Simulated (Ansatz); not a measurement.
Wanted: the native input for an Ansatz 0.2.0 run.

* Task: band structure
* Functional: LDA
* Potentials or basis: all-electron LAPW, scalar-relativistic
* Cutoff: 250 eV (chosen from the basis error)
* Basis error allowed: 0.001 eV/atom
* k mesh: 8 × 8 × 8
* Occupations: fermi-dirac, width 0.05 eV
* Spin: no spin polarisation

The system is InPd.

```
In Pd
1.0
     3.27188    0.00000    0.00000
     0.00000    3.27188    0.00000
     0.00000    0.00000    3.27188
In Pd
1 1
Direct
  0.00000 0.00000 0.00000
  0.50000 0.50000 0.50000
```

The cell comes from a database or a generator and needn't be the stable form of this composition.

One way to write it, as run:

input.yaml

```yaml
crystal:
  lattice:
    - [3.27188478, 0.0, 0.0]
    - [0.0, 3.27188478, 0.0]
    - [0.0, 0.0, 3.27188478]
  atoms:
    - { symbol: In, position: [0.0, 0.0, 0.0] }
    - { symbol: Pd, position: [0.5, 0.5, 0.5] }
kpoints:
  mp_grid: { grid: [8, 8, 8] }
  band_path:
    path:
      - [0.0, 0.0, 0.0]
      - [0.0, 0.5, 0.0]
      - [0.5, 0.5, 0.0]
      - [0.0, 0.0, 0.0]
      - [0.5, 0.5, 0.5]
      - [0.0, 0.5, 0.0]
    npoints: 12
scf:
  occupations: { method: fermi_dirac, width: 0.05 }
hamiltonian:
  xc: lda
  pseudopotentials: { kind: all_electron, lapw: { basis_error: 0.001 } }
output:
  forces: true
  stress: true
  eigenvalues: true
```

Potentials or basis: all-electron LAPW, scalar-relativistic.

Launch:

```sh
$ ansatz run input.yaml --threads 1 --pin off --max-ram 3072MiB --backend cpu --events-out ev --progress --plain --runs-dir out
```

It gave:

The pressure is -7.0 GPa and the band gap along the path is none (metal or under the smearing width).

Caveat: spin-orbit coupling is left out, which moves the levels of the heavy elements.

Wall time 18 s on 1 thread of Arm Neoverse V1, with other jobs on the host, peak memory 0.33 GiB.
